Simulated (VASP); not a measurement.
Here is a VASP 6.6.1 calculation.

Contents of INCAR:

```
SYSTEM = BaHfO3
PREC = Accurate
ENCUT = 520
EDIFF = 1E-7
ISMEAR = 0
SIGMA = 0.1
LREAL = .FALSE.
LASPH = .TRUE.
NELM = 100
ALGO = Fast
ISIF = 2
LWAVE = .FALSE.
LCHARG = .FALSE.
GGA = PE
NBANDS = 27
```

File KPOINTS:

```
regular mesh
0
G
  4 4 4
  0 0 0
```

The input POSCAR:

```
BaHfO3
1.0
    4.2047349831      0.0000000000      0.0000000000
    0.0000000000      4.2047349831      0.0000000000
    0.0000000000      0.0000000000      4.2048000343
Ba Hf O
1 1 3
Direct
    0.5000000000      0.5000000000      0.9979291285
    0.0000000000      0.0000000000      0.4979851530
    0.0000000000      0.5000000000      0.4980386409
    0.5000000000      0.0000000000      0.4980386409
    0.0000000000      0.0000000000      0.9980301966
```

Potentials or basis: VASP PAW PBE potentials, release 64 (Ba_sv, Hf_pv, O).

Run with:

```console
$ cat potpaw_PBE.64/Ba_sv/POTCAR potpaw_PBE.64/Hf_pv/POTCAR potpaw_PBE.64/O/POTCAR > POTCAR
$ mpirun -np 1 vasp_std > vasp.out
```

What does it give for the band gap on the k mesh?

3.53 eV, indirect (least direct gap 3.77 eV).

Predict the pressure.

-0.4 GPa.

Caveat: spin-orbit coupling is left out, which moves the levels of the heavy elements. A k mesh can miss the band edges.
